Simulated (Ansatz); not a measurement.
# Thermal properties of BN from its phonons

The calculation used DFT PBE, scalar-relativistic, plane waves, PAW in Ansatz 0.2.0. Cutoff 420 eV, 12×12×12 k-points (Γ-centred), fixed occupations. No spin polarisation. Phonons by linear response, acoustic sum rule imposed.

The cell, relaxed at this level:
```cif
data_structure
_symmetry_space_group_name_H-M 'F-43m'
_symmetry_Int_Tables_number 216
_cell_length_a 3.6247
_cell_length_b 3.6247
_cell_length_c 3.6247
_cell_angle_alpha 90.000
_cell_angle_beta 90.000
_cell_angle_gamma 90.000
_cell_volume 47.62
loop_
_atom_site_label
_atom_site_type_symbol
_atom_site_symmetry_multiplicity
_atom_site_Wyckoff_symbol
_atom_site_fract_x
_atom_site_fract_y
_atom_site_fract_z
_atom_site_occupancy
B1 B 4 b 0.50000 0.00000 0.00000 1
N1 N 4 d 0.25000 0.25000 0.75000 1
```

It comes from a database structure that was distorted and then relaxed. The q mesh is coarse, so values between its points are rough.

Force constants from linear response on a 4×4×4 q mesh, interpolated to a fine mesh.

Phonon density of states, in bins of 20 cm⁻¹:
```tsv
bin centre (cm⁻¹)	share of modes (%)
10	0.0
30	0.0
50	0.0
70	0.0
90	0.0
110	0.0
130	0.0
150	0.1
170	0.1
190	0.1
210	0.1
230	0.2
250	0.2
270	0.2
290	0.3
310	0.3
330	0.4
350	0.4
370	0.5
390	0.6
410	0.7
430	0.8
450	1.0
470	1.3
490	1.7
510	1.8
530	1.8
550	1.9
570	1.9
590	2.0
610	2.1
630	2.1
650	2.2
670	2.2
690	2.3
710	1.9
730	1.7
750	1.6
770	1.5
790	1.6
810	1.6
830	1.3
850	1.3
870	3.7
890	3.3
910	4.2
930	5.4
950	5.4
970	9.1
990	7.7
1010	2.6
1030	0.7
1050	1.3
1070	2.0
1090	1.8
1110	1.8
1130	1.7
1150	1.5
1170	1.4
1190	1.3
1210	1.2
1230	1.1
1250	0.8
1270	0.0
```

Question: How much zero-point energy does an atom carry?

Answer: 155.7 meV.

Question: How large are the vibrational entropy and heat capacity at 300 K?

Answer: S = 0.42 k_B and C_V = 1.00 k_B per atom, 33 % of the Dulong–Petit value.

Question: Tabulate them against temperature.

Answer:
```tsv
T (K)	F_vib (meV/atom)	S (k_B/atom)	C_V (k_B/atom)
100	155.6	0.02	0.05
200	155.1	0.14	0.42
300	152.7	0.42	1.00
400	147.6	0.78	1.51
500	139.2	1.16	1.89
600	127.6	1.53	2.15
700	112.9	1.88	2.34
800	95.3	2.20	2.47
900	75.1	2.49	2.57
1000	52.4	2.77	2.64
```
